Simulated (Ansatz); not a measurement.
Crystal: HfO2.

```
Hf O
1.0
     4.81353    0.00000    0.00000
     0.00000    4.81353    0.00000
     0.00000    0.00000    3.20542
Hf O
2 4
Direct
  0.50000 0.50000 0.50000
  0.00000 0.00000 0.00000
  0.80504 0.19496 0.50000
  0.69496 0.69496 0.00000
  0.30504 0.30504 0.00000
  0.19496 0.80504 0.50000
```

Measurements of this composition are mostly on another form, of space group No. 14.

Base run:

| Property | Result |
| --- | --- |
| Program | Ansatz 0.2.0 |
| Functional | PBEsol |
| Potentials or basis | all-electron LAPW, scalar-relativistic |
| Cutoff | 398 eV |
| Density cutoff | 1590 eV |
| Basis error allowed | 0.002 eV/atom |
| k mesh | 6 × 6 × 8 |
| Occupations | fermi-dirac, width 0.05 eV |
| Spin | no spin polarisation |

Its results: band gap on the k mesh 3.92 eV, direct; pressure 1.9 GPa; largest force 0.016 eV/Å.

Question: The run is repeated on the same cell with these changes: functional from PBEsol to LDA. What comes out?

Answer: Band gap on the k mesh 3.82 eV, direct; pressure -3.6 GPa; largest force 0.034 eV/Å.

LDA binds more tightly than PBEsol, so the same cell stands under less pressure.

Caveats: spin-orbit coupling is left out, which moves the levels of the heavy elements.

Not every run made on this cell is shown here.
